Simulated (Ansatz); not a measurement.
A plane-wave DFT run in Ansatz 0.2.0 (scalar-relativistic PAW potentials unless the input names others): input and command.

```yaml
crystal:
  lattice:
    - [2.5064396513, 0.0, 0.0]
    - [-1.2532198256, 2.170640411, 0.0]
    - [0.0, 0.0, 3.0435739151]
  atoms:
    - { symbol: Mo, position: [0.0, 0.0, 0.5] }
basis:
  ecutwfc: 420
kpoints:
  mp_grid: { grid: [24, 24, 20] }
hamiltonian:
  xc: PBE-sol
scf:
  occupations: { method: gaussian, width: 0.15 }
  max_iter: 100
output:
  forces: true
  eigenvalues: true
  stress: true
```

```bash
ansatz run input.yaml --threads 1 --pin off --max-ram 2560MiB --backend cpu --events-out ev --progress --plain --runs-dir out
```

Question: What is wrong with this input?

Answer: The program refuses it, because of an unknown functional (hamiltonian.xc: "lda" → "PBE-sol"; the functional meant is spelt pbesol). With the sound run's settings it is accepted.

Abridged log:
```
Error: YAML parse error: error: line 13 column 7: hamiltonian.xc: unknown variant `PBE-sol`, expected one of `lda`, `lda-pw`, `pw92`, `pbe`, `pbesol`, `rpbe`, `revpbe`, `blyp`, `pbe0`, `revpbe0`, `b3lyp`, `b3lyp5`, `hse06`, `wpbeh`, `hiss`, `lc_wpbe`, `cam_b3lyp`, `hf`, `r2scan`, `r2scanh`, `r2scan0`, `r2scan50`, `mr2scan`
  --> <input>:13:7
   |
11 |   mp_grid: { grid: [24, 24, 20] }
12 | hamiltonian:
13 |   xc: PBE-sol
   |       ^ hamiltonian.xc: unknown variant `PBE-sol`, expected one of `lda`, `lda-pw`, `pw92`, `pbe`, `pbesol`, `rpbe`, `revpbe`, `blyp`, `pbe0`, `revpbe0`, `b3lyp`, `b3lyp5`, `hse06`, `wpbeh`, `hiss`, `lc_wpbe`, `cam_b3lyp`, `hf`, `r2scan`, `r2scanh`, `r2scan0`, `r2scan50`, `mr2scan`
14 | scf:
15 |   occupations: { method: gaussian, width: 0.15 }
   |
```